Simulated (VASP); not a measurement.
Write the native input for VASP 6.6.1 that does the following.

```yaml
Task: relaxation of shape and atoms at fixed volume
Functional: PBE
Potentials_or_basis: VASP PAW PBE potentials, release 64 (Al, N)
Cutoff: 520 eV
k_mesh: 9 × 9 × 4
Occupations: gaussian, width 0.02 eV
Spin: no spin polarisation
Further_INCAR_settings: ALGO = Normal; EDIFF = 1e-07; IBRION = 2; EDIFFG = -0.002; NSW = 80; ISIF = 4
```

The structure of AlN lies in POSCAR:

```
AlN                                     
1.0
    3.1595550233      0.0000000000      0.0000000000
   -1.5797775117      2.7362549128      0.0000000000
    0.0000000000      0.0000000000      5.0660743826
  Al              N             
     2     2
Direct
     0.3333333300000021    0.6666666699999979    0.9992567876510421
     0.6666666699999979    0.3333333300000021    0.4992567876510421
     0.3333333300000021    0.6666666699999979    0.3807432123489605
     0.6666666699999979    0.3333333300000021    0.8807432123489605
```

The cell isn't the ideal one: a relaxed cell with its volume scaled by 1.03.

The input as run:

INCAR

```
PREC = Accurate
ENCUT = 520
EDIFF = 1E-7
ISMEAR = 0
SIGMA = 0.02
LREAL = False
LASPH = True
NELM = 60
ALGO = Normal
ISIF = 4
LWAVE = False
LCHARG = False
GGA = PE
IBRION = 2
NSW = 80
EDIFFG = -0.002
```

KPOINTS

```
regular mesh
0
Gamma
  9 9 4
```

Potentials or basis: VASP PAW PBE potentials, release 64 (Al, N).

Command:

```console
$ cat potpaw_PBE.64/Al/POTCAR potpaw_PBE.64/N/POTCAR > POTCAR
$ mpirun -np 1 vasp_std > vasp.out
```

It gave:

| Quantity | Value |
| --- | --- |
| Energy gained by relaxing | 0.0 meV/atom |
| Ionic steps | 5 |
| Pressure after relaxing | -5.4 GPa |
| Band gap on the k mesh | 3.81 eV, direct |

It took 30 s on 1 thread of AMD EPYC 7R13 Processor (Zen 3), on a shared host, peak memory 0.13 GiB.
